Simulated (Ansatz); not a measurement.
**NbP (I4_1md): other levels of theory at one geometry**

One table from this session's results is given with a row withheld; the runs are named, their logs left out.

Method: DFT at several levels, plane waves, PAW, in Ansatz 0.2.0.

3 further runs of the same task are left out: 2 that didn't finish, 1 set aside as unsound or not needed. Runs told in other sessions of the task aren't counted.

## The structure to begin with

Symmetry: I4_1md, No. 109, tetragonal system. The conventional cell has a = 3.346 Å, b = 3.346 Å, c = 11.435 Å, α = 90.00°, β = 90.00°, γ = 90.00°. Nb (site symmetry 2mm) is surrounded by 6 P at 2.54 to 2.55 Å. P (site symmetry 2mm) has 6 Nb at 2.54 to 2.55 Å in its first shell of neighbours.

Structure file:

```xyz
4
Lattice="-1.6731 1.6731 5.7174 1.6731 -1.6731 5.7174 1.6731 1.6731 -5.7174" Properties=species:S:1:pos:R:3 pbc="T T T"
Nb    0.0000    0.0000    5.7175
Nb    1.6731    0.0000    2.8588
P     0.0000    0.0000    0.9447
P     0.0000    1.6731    3.8034
```

This cell comes from an earlier session at PBE: 16.005 Å³/atom at -0.01 GPa, on a 14×14×14 mesh, no gap.

Levels to run: PBE+SOC; r²SCAN; PBEsol; LDA. Hardware: 4 threads of Arm Neoverse V1, shared host.

Set-up of the first run:

The input, input.yaml:

```yaml
crystal:
  lattice:
    - [-1.6731146522, 1.6731146522, 5.717413033]
    - [1.6731146522, -1.6731146522, 5.717413033]
    - [1.6731146522, 1.6731146522, -5.717413033]
  atoms:
    - { symbol: Nb, position: [0.5000094769, 0.5000094769, 0.0] }
    - { symbol: Nb, position: [0.2500094769, 0.7500094769, 0.5] }
    - { symbol: P, position: [0.0826190931, 0.0826190931, 0.0] }
    - { symbol: P, position: [0.8326190931, 0.3326190931, 0.5] }
basis:
  ecutwfc: 420
  ecutrho_ratio: 4
kpoints:
  mp_grid: { grid: [14, 14, 14] }
hamiltonian:
  xc: pbe
scf:
  occupations: { method: gaussian, width: 0.05 }
output:
  forces: true
  stress: true
  eigenvalues: true
  populations: true
  dos: { projected: true, de: 0.02 }
  write_density: true
  write_potential: true
  elf: true
  volumetric_format: npy
magnetization:
  noncollinear: true
  spin_orbit: true
```

Started as:

```
$ ansatz run input.yaml --threads 4 --pin off --max-ram 7168MiB --backend cpu --events-out ev --progress --plain --runs-dir out
```

Steps of the session up to this table: PBE+SOC; r²SCAN; PBEsol; LDA.

One table of the session follows, with a row left open; its other results are not shown here.

```
  level  pressure (GPa)
    PBE             0.0
    LDA            -8.4
 PBEsol            -5.4
PBE+SOC             0.0
 r²SCAN               ?
```

**Question.** Estimate the row for r²SCAN.

As computed: pressure (GPa): -0.6. In the column «pressure (GPa)» it lies between PBEsol (-5.4) and PBE (0.0).

The pressure runs from -8.4 GPa (LDA) to 0.0 GPa (PBE+SOC); a negative pressure means that level wants a smaller cell, a positive one a larger cell. Total energies of different levels have different zeros and can't be compared.
